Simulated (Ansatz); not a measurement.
# From the elastic tensor of Si at 11 GPa (stress–strain coefficients) to moduli and sound speeds

The calculation used DFT PBE, scalar-relativistic, plane waves, PAW (Ansatz 0.2.0). Plane waves to 420 eV; Γ-centred k mesh 12×12×6; Gaussian smearing of 0.01 eV. No spin polarisation.

It takes space group P6_3/mmc (No. 194, hexagonal). The conventional cell has a = 3.722 Å, b = 3.722 Å, c = 6.166 Å, α = 90.00°, β = 90.00°, γ = 120.00°. Si (site symmetry 3m) has 4 Si at 2.29 to 2.30 Å as nearest neighbours.

Other phases may be more stable at this pressure. The bands were filled as in an insulator; under compression the gap may have closed between mesh points.

Relaxed-ion constants (GPa, on the Cartesian axes of the calculation):
```
228.5  90.1  73.4   0.0   0.0   0.0
 90.1 228.5  73.4   0.0   0.0   0.0
 73.4  73.4 262.9   0.0   0.0   0.0
  0.0   0.0   0.0  46.0   0.0   0.0
  0.0   0.0   0.0   0.0  46.0   0.0
  0.0   0.0   0.0   0.0   0.0  69.2
```

Density 2.522 g/cm³; 4 atoms in 73.98 Å³.

The values that follow are for a polycrystal of randomly turned grains, by Hill's mean where one number stands.

With S = C⁻¹: B_V = (C11+C22+C33+2(C12+C13+C23))/9, G_V = (C11+C22+C33−C12−C13−C23+3(C44+C55+C66))/15, 1/B_R = S11+S22+S33+2(S12+S13+S23), 15/G_R = 4(S11+S22+S33−S12−S13−S23)+3(S44+S55+S66); Hill is their mean. Then v_l = √((B+4G/3)/ρ), v_t = √(G/ρ), v_m = [(2/v_t³+1/v_l³)/3]^(−1/3) and Θ = (ħ/k_B)·v_m·(6π²n/V)^(1/3) for n atoms in the volume V; E = 9BG/(3B+G), ν = (3B−2G)/(2(3B+G)) and A^U = 5G_V/G_R + B_V/B_R − 6.

| Property | Result |
| --- | --- |
| Bulk modulus, Voigt / Reuss / Hill | 132.6 / 132.5 / 132.6 GPa |
| Shear modulus, Voigt / Reuss / Hill | 64.4 / 60.0 / 62.2 GPa |
| Young's modulus | 161 GPa |
| Poisson ratio | 0.297 |
| Pugh ratio B/G | 2.13 |
| Universal anisotropy index | 0.37 |
| Longitudinal and transverse sound speeds | 9246 and 4968 m/s |
| Debye temperature from the mean sound speed | 624 K |

This form isn't the element's structure at ambient conditions.

Cost: 1 run of about 3.4 core-minutes, on Intel Xeon Platinum 8259CL (Skylake/Cascade Lake) (shared hosts).

The tensor describes a framework that resists compression almost equally in all directions but shears much more easily in some than in others. The Voigt and Reuss bulk moduli nearly coincide, so the anisotropy index of 0.37 comes almost entirely from shear. This fits the directional sp³ bonding of hexagonal-diamond silicon: one set of bonds lies along c and is stretched directly by axial strain, making C33 the largest constant, whereas sliding the puckered layers over one another mainly bends bond angles, leaving C44 at 46.0 GPa against 69.2 GPa for C66.

The Pugh ratio of 2.13 would conventionally be read as ductile, but here it probably reflects compression, which stiffens a tetrahedral network against volume change far more than against shear. It is no evidence of easy dislocation motion, which directional covalent bonds hinder. The tensor is positive definite, so the lattice is stable against small homogeneous strains at this pressure; that doesn't exclude soft phonons at finite wavevector.
